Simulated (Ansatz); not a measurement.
Calculated with Ansatz (gas phase, PBE0-D4/def2-TZVP geometries, no zero-point term in ΔE). CCSD(T)/CBS is the MP2 limit (def2-TZVPP, def2-QZVPP) plus CCSD(T) − MP2 in def2-TZVPP, frozen cores. Each species was taken in one conformer, which may not be the lowest.

Consider the substitution at a C–C bond: `CCCN` + `CBS` → `CBSCC` + CH₃NH₂.

```
species  MP2/def2-TZVPP energy (Eh)
 `CCCN`                  -174.10852
  `CBS`                  -463.52303
`CBSCC`                  -541.96608
 CH₃NH₂                   -95.66064
```

(1) Work out ΔE.

Largest T1 diagnostic among the species: 0.013.

Answers

(1) ΔE = (-541.96608) + (-95.66064) − (-174.10852) − (-463.52303) = 0.00483 Eh = +0.13 eV. CCSD(T)/CBS gives +0.13 eV.
